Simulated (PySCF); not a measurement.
How well do the runs reproduce experiment for acetone?

**The experiment to reproduce.**

From NIST CCCBDB Release 22 (SRD 101), experimental polarizabilities, for the gas: mean polarisability 6.27 Å³.

CORE65 (Golze, Keller, Rinke, J. Phys. Chem. Lett. 2020, 11, 1840), as tabulated in Jana, Herbert, J. Chem. Phys. 2023, 158, 094111, SI lists, for the gas: O 1s binding energy of O4 537.73 eV; C 1s binding energy of C2 293.88 eV; C 1s binding energy of C1/C3 291.23 eV.

The results are set against them at the end.

Acetone, C₃H₆O.
Numbering: `[CH3:1][C:2]([CH3:3])=[O:4]` (hydrogens: H5, H6, H7 on C1; H8, H9, H10 on C3)

Geometry (PBE0-D3(BJ)/def2-TZVP, Å), atoms numbered from 1 in this order:
```xyz
10
C3H6O angstrom
C      1.200   -0.460    0.148
C      0.166    0.605   -0.115
C     -1.272    0.158   -0.108
O      0.476    1.754   -0.308
H      1.239   -0.648    1.225
H      0.938   -1.405   -0.334
H      2.180   -0.121   -0.182
H     -1.934    1.021   -0.147
H     -1.486   -0.446    0.777
H     -1.455   -0.480   -0.978
```

The PySCF runs (gas phase, on this PBE0-D3(BJ)/def2-TZVP geometry; non-relativistic but for the core-level run):

```csv
level,job,basis functions,wall time
CAM-B3LYP/aug-cc-pVTZ,"10 singlets by full TDDFT, 4 Tamm–Dancoff triplets, polarisability",322,33 s
PBE0/aug-cc-pVTZ,"10 singlets by full TDDFT, 4 Tamm–Dancoff triplets, polarisability, dynamic polarisability, density and orbital grids written",322,32 s
wB97X-D/aug-cc-pVTZ,"10 singlets by full TDDFT, 4 Tamm–Dancoff triplets, polarisability, ΔSCF ions",322,56 s
"delta-SCF UKS SCAN, pcX-3 on the ionised atom, pcseg-2 elsewhere, spin-free X2C","ΔSCF core ionisation, 3 holes",258,34 s
```

Hardware: one thread, Intel Xeon Platinum 8375C at 2.90 GHz (x86_64), no GPU, shared host.

**Comparison with experiment**

**Mean polarisability.** Measured: 6.27 Å³ (NIST CCCBDB Release 22 (SRD 101), experimental polarizabilities).

| level | computed (Å³) | computed − measured (Å³) | % (from the printed values) |
| --- | --- | --- | --- |
| CAM-B3LYP/aug-cc-pVTZ | 6.20 | -0.07 | -1 |
| PBE0/aug-cc-pVTZ | 6.25 | -0.02 | 0 |
| wB97X-D/aug-cc-pVTZ | 6.20 | -0.07 | -1 |

All 3 levels lie below the measurement. The computed values are static and purely electronic, with core orbitals frozen in the response (1 au = 0.148185 Å³). The table of measured values doesn't say here whether a value is static or optical, or holds a vibrational part.

**Core binding energies.** Delta-SCF UKS SCAN, pcX-3 on the ionised atom, pcseg-2 elsewhere, spin-free X2C in PySCF.

| level and atom | computed (eV) | measured (eV) | computed − measured (eV) |
| --- | --- | --- | --- |
| O 1s, O4 | 537.62 | 537.73 | -0.11 |
| C 1s, C2 | 293.49 | 293.88 | -0.39 |
| C 1s, C1/C3 | 291.03 | 291.23 | -0.20 |

Sources, in the order of the opening: CORE65 (Golze, Keller, Rinke, J. Phys. Chem. Lett. 2020, 11, 1840), as tabulated in Jana, Herbert, J. Chem. Phys. 2023, 158, 094111, SI. Against the first value of each row the mean signed difference is -0.23 eV and the largest in size -0.39 eV. The computed values are vertical, without vibrational structure; measured positions hang on the energy calibration. Topologically equivalent atoms share the value of their first member; where this conformer doesn't relate them by symmetry, their own values could differ. Spin contamination (⟨S²⟩ against 0.75 for a pure doublet) is marked for C 1s of C2 (0.86), which makes this value less certain.

The geometry is computed, not the measured one. Where a level misses, the cause wasn't examined.
